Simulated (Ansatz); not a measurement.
AlGaN₂: the gap under strain, fitted and tested

Plane-wave DFT in Ansatz, LDA, scalar-relativistic PAW potentials, cutoff 420 eV, no spin-orbit coupling; no spin polarisation. AlGaN₂ in space group P-4m2, a structure that wasn't matched to a measured phase. Strain along c alone; the other axes held, atoms relaxed (conventional cell); Kohn–Sham gaps sought over the whole zone.

```csv
strain (%),space group,gap (eV)
-6.0,P-4m2,3.419
-4.0,P-4m2,3.371
-2.0,P-4m2,3.230
+0.0,P-4m2,3.055
+2.0,P-4m2,2.879
+4.0,P-4m2,2.702
+6.0,P-4m2,?
```

Task: Fit the given gaps and predict the missing one.

Result: Next to zero the slopes are -87 meV per % on the compressed side and -88 on the stretched side. No break shows at zero, so all given rows go into a parabola: E_g = 3.072 -0.0818 ε -0.00350 ε² eV (ε in %; scatter 18 meV). At +6.0 % this gives 2.455 eV; the run gave 2.522 eV, 67 meV away. The fit is poor: the slope drops sharply between -4.0 and -2.0 %, the mark of another band or valley taking over an edge, which one smooth curve can't follow.

Cost: about 1.5 core-minutes for the runs cited, on Oxide Virtual Turin-like Processor (Zen 5) (shared hosts).